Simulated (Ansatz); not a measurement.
CsH:

```
Cs H
1.0
     0.00000    3.18800    3.18800
     3.18800    0.00000    3.18800
     3.18800    3.18800    0.00000
Cs H
1 1
Direct
  0.00000 0.00000 0.00000
  0.50000 0.50000 0.50000
```

Base run:

```yaml
Program: Ansatz 0.2.0
Functional: LDA
Potentials_or_basis: Ansatz PAW
Cutoff: "420 eV (not typed: the program's choice for these potentials)"
k_mesh: 7 × 7 × 7
Occupations: fermi-dirac, width 0.05 eV
Spin: no spin polarisation
```

Its results: band gap on the k mesh 2.24 eV, direct; pressure -1.3 GPa.

**Question.** The run is repeated on the same cell with these changes: functional from LDA to r2SCAN; cutoff from 420 eV (not typed: the program's choice for these potentials) to 500 eV (not typed: the program's choice for these potentials). What comes out?

**Answer.** Band gap on the k mesh 2.91 eV, direct; pressure 0.0 GPa.

r2SCAN gives the wider gap, since meta-GGAs in the generalised Kohn-Sham scheme recover part of the derivative discontinuity.

Caveats: the k mesh misses the band edges, so the gap on the mesh is wider than the one along the path; spin-orbit coupling is left out, which moves the levels of the heavy elements; the PAW data sets come from PBE, with cores solved anew for the run's functional, which leaves a small shift of forces and pressure.
